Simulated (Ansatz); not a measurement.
## Relaxing MnO

Level of theory: DFT PBE, scalar-relativistic, plane waves, PAW (Ansatz).

The start is a database structure of MnO, space group Fm-3m (No. 225).

The final relaxation ran on this input, with the default PAW datasets:

```yaml
crystal:
  lattice:
    - [0.0, 2.2239077028, 2.2239077028]
    - [2.2239077028, 0.0, 2.2239077028]
    - [2.2239077028, 2.2239077028, 0.0]
  atoms:
    - { symbol: Mn, position: [0.0, 0.0, 0.0], spin: 4.47 }
    - { symbol: O, position: [0.5, 0.5, 0.5], spin: 0.26 }
basis:
  ecutwfc: 420
kpoints:
  mp_grid: { grid: [22, 22, 22] }
hamiltonian:
  xc: pbe
scf:
  occupations: { method: gaussian, width: 0.1 }
output:
  forces: true
  stress: true
  eigenvalues: true
  populations: true
  write_density: true
  write_potential: true
  elf: true
  volumetric_format: npy
magnetization:
  spin_polarized: true
relax:
  adjacent_minimum: "off"
  f_tol: 0.01
  max_steps: 80
  cell: { stress_tol: 0.05 }
```

Launched as:

```bash
ansatz run input.yaml --threads 1 --pin off --max-ram 2560MiB --backend cpu --events-out ev --progress --plain --runs-dir out
```

The run took 100 s on 1 thread of Intel(R) Xeon(R) Platinum 8259CL CPU @ 2.50GHz (Skylake/Cascade Lake) (shared host), peak memory 0.56 GiB.

The program printed at the end:

```
SCF converged after 7 iterations
Magnetization: 4.7594 μB (12.8797 up, 8.1203 down)
Absolute magnetization: 4.7594 μB (∫|ρ↑−ρ↓|, with the PAW one-centre terms)
Spin contamination: 0.0114 ħ² per cell (⟨S²⟩ above its minimum at these occupations)
Per-site moments (μB) at R_I (Å): [(4.038327, 0.916250), (0.230389, 0.916250)]
Free energy (F): -4466.173389 eV
Harris-Foulkes:  -4466.173389 eV  (|F-HF|=1.00e-11)
Internal energy: -4466.168483 eV  (E = F + TS)
E sigma→0 (E₀):  -4466.170936 eV
Entropy (-TS):   -0.004905 eV (-2.453 meV/atom)
Fermi energy:    13.452274 eV
--- Per-component energies (eV) ---
  E_band       = -246.815324
  E_kinetic    = 474.097624
  E_local      = -2228.631405  (includes V_loc(G=0)·N_el)
  E_nonlocal   = 302.566798
  E_hartree    = 893.589393
  E_xc         = -184.552563
  E_vxc        = -235.763757  (∫ρ·V_xc dr)
  E_paw        = -1465.933076  (= ΣΔE_a)
  E_vpaw       = -346.265726  (= ΣTr[D̂ρ^β])
  E_aug_tail   = 0.002384  (compensation charges beyond the density's cutoff)
  E_ewald      = -2257.307639
  E_smearing   = -0.004905  (= −TS)
  E_closure    =  0.000000  (closes the sum)
  Σ components = -4466.173389   (vs F -4466.173389, Δ=0.00e0)
--- Forces (eV/Å), atoms counted from 1 ---
  atom   1  Mn     0.00000000     0.00000000     0.00000000
  atom   2  O      0.00000000     0.00000000     0.00000000
  max |Σ_I F_I| component: 6.18e-30 eV/Å
--- Stress (GPa, compression-positive) ---
       -0.025680       0.000000       0.000000
        0.000000      -0.025680       0.000000
        0.000000       0.000000      -0.025680
  P = ⅓ Tr σ = -0.0257 GPa (-0.257 kbar)
  k-point 0 ↑: bands = ["-68.1533", "-36.8926", "-36.8926", "-36.8926", "-6.8656", "9.6636", "9.6636", "9.6636", "10.2356", "10.2356", "10.2356", "10.7674", "10.7674", "12.9099", "27.3895", "29.6874", "29.6874"]
  k-point 1 ↑: bands = ["-68.1532", "-36.8939", "-36.8928", "-36.8928", "-6.8477", "9.4161", "9.5088", "9.5088", "10.2729", "10.2729", "10.3341", "10.9111", "10.9111", "13.0751", "27.1150", "29.6230", "29.6230"]
  k-point 2 ↑: bands = ["-68.1528", "-36.8978", "-36.8933", "-36.8933", "-6.7949", "8.9097", "9.1964", "9.1964", "10.3378", "10.3378", "10.4658", "11.2355", "11.2355", "13.5005", "26.4371", "29.3997", "29.3997"]
  k-point 327 ↓: bands = ["-63.3896", "-32.2812", "-32.2751", "-32.2577", "-5.4144", "7.5809", "7.8406", "8.1924", "14.4901", "14.9274", "15.5940", "15.8643", "16.3525", "22.2438", "22.8944", "23.2900", "25.9969"]
--- Relaxed structure (3 steps of the walk, 3 accepted, 1 SCFs on fresh bases) ---
  F+E_penalty+E_count = -4466.17338874 eV   max|allowed force component| = 4.273e-30 eV/Å   (the final SCF, on the basis selected at the relaxed cell)
  cell:  # Å, volume = 21.9180 Å³
    - [0.000000, 2.221212, 2.221212]
    - [2.221212, 0.000000, 2.221212]
    - [2.221212, 2.221212, 0.000000]
  atoms:
    - { symbol: Mn, position: [0.000000, 0.000000, 0.000000] }
    - { symbol: O, position: [0.5, 0.5, 0.5] }
--- Löwdin populations: 2 sites ---
  site symbol q [e]    m [muB]
     0     Mn     13.8602     4.4654
     1      O      7.0221     0.2799
  spilling = 0.005606 (of n_electrons = 21.000000)
```

Absolute energies hang on the potentials; compare differences alone.

The result has space group Fm-3m (No. 225). Mn is coordinated by 6 O at 2.22 Å; around O lie 6 Mn at 2.22 Å.

Against the elements it lies at -1.17 eV/atom. The zero of energy is the elements' standard structures at the same level (O₂ as a molecule); no fitted shifts are applied.

The k mesh leaves about 4 meV/atom of noise in metals.

Symmetry constrained the relaxation, so the result can be a saddle point.